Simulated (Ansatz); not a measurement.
# CdS: computed DOS

```yaml
crystal:
  lattice:
    - [4.98494, 0.00000, 0.00000]
    - [0.00000, 4.98494, 0.00000]
    - [0.00000, 0.00000, 3.87177]
  atoms:
    - { symbol: Cd, position: [0.00000, 0.50000, 0.13689] }
    - { symbol: Cd, position: [0.50000, 0.00000, 0.86311] }
    - { symbol: S, position: [0.00000, 0.00000, 0.00000] }
    - { symbol: S, position: [0.50000, 0.50000, 0.00000] }
```

The conventional cell has a = 4.985 Å, b = 4.985 Å, c = 3.872 Å, α = 90.00°, β = 90.00°, γ = 90.00°. Cd (atom 1) is surrounded by 4 S at 2.55 Å. Around S (atom 3) lie 4 Cd at 2.55 Å.

The structure comes from a relaxation in the same program, started in the PbO type, and has space group P4/nmm. Whether it is a known phase or the ground state wasn't checked.

All numbers below come from Ansatz 0.2.0, DFT, LDA, all-electron LAPW, scalar-relativistic.

Settings: a Γ-centred 10×10×8 k mesh, Fermi–Dirac smearing of 0.08 eV, basis error target 1 meV/atom, no spin polarisation.

Problem. Where is the centre of the filled Cd 4d states between -14 eV and the top of the filled states?

Solution. -8.35 eV from the Fermi level.

Problem. Tabulate the density of states.

Solution. States per eV and cell, averaged over 0.4 eV, from -13.0 to 4.0 eV, with energies (bin centres) from the Fermi level; empty bins are left out. The partial columns, the largest 3 alone, are projections on Löwdin-orthogonalised atomic shells (those that the program's projection atoms carry: the occupied ones and, for some elements, an empty d or f shell; other empty shells have no column), summed over atoms of an element. Weights on diffuse s and p shells depend on that basis and aren't pure angular character.
| E (eV) | total | Cd 4d | S 3p | S 3s |
| --- | --- | --- | --- | --- |
| -12.9 | 2.31 | 0.12 | 0.02 | 1.78 |
| -12.5 | 6.62 | 0.74 | 0.04 | 5.57 |
| -12.1 | 0.32 | 0.02 | 0.00 | 0.29 |
| -8.9 | 9.93 | 9.01 | 0.82 | 0.02 |
| -8.5 | 25.75 | 25.00 | 0.59 | 0.06 |
| -8.1 | 12.44 | 11.90 | 0.13 | 0.34 |
| -7.7 | 1.17 | 0.92 | 0.07 | 0.16 |
| -7.3 | 0.66 | 0.50 | 0.03 | 0.13 |
| -6.9 | 0.05 | 0.04 | 0.00 | 0.01 |
| -5.7 | 0.52 | 0.07 | 0.26 | 0.01 |
| -5.3 | 1.31 | 0.14 | 0.72 | 0.03 |
| -4.9 | 1.88 | 0.17 | 1.12 | 0.05 |
| -4.5 | 2.15 | 0.16 | 1.35 | 0.09 |
| -4.1 | 2.40 | 0.15 | 1.60 | 0.12 |
| -3.7 | 1.96 | 0.09 | 1.43 | 0.10 |
| -3.3 | 1.67 | 0.07 | 1.31 | 0.06 |
| -2.9 | 2.02 | 0.08 | 1.68 | 0.05 |
| -2.5 | 2.88 | 0.09 | 2.51 | 0.04 |
| -2.1 | 3.15 | 0.09 | 2.81 | 0.03 |
| -1.7 | 3.10 | 0.09 | 2.82 | 0.02 |
| -1.3 | 2.51 | 0.09 | 2.29 | 0.02 |
| -0.9 | 1.95 | 0.09 | 1.78 | 0.01 |
| -0.5 | 1.84 | 0.10 | 1.61 | 0.01 |
| -0.1 | 0.98 | 0.06 | 0.75 | 0.01 |
| 0.3 | 0.36 | 0.00 | 0.09 | 0.01 |
| 0.7 | 0.60 | 0.00 | 0.12 | 0.02 |
| 1.1 | 1.01 | 0.01 | 0.20 | 0.03 |
| 1.5 | 1.56 | 0.01 | 0.32 | 0.05 |
| 1.9 | 1.86 | 0.01 | 0.43 | 0.07 |
| 2.3 | 2.56 | 0.02 | 0.71 | 0.08 |
| 2.7 | 1.49 | 0.02 | 0.46 | 0.03 |
| 3.1 | 0.87 | 0.00 | 0.12 | 0.01 |
| 3.5 | 0.57 | 0.00 | 0.05 | 0.00 |
| 3.9 | 0.82 | 0.00 | 0.07 | 0.01 |
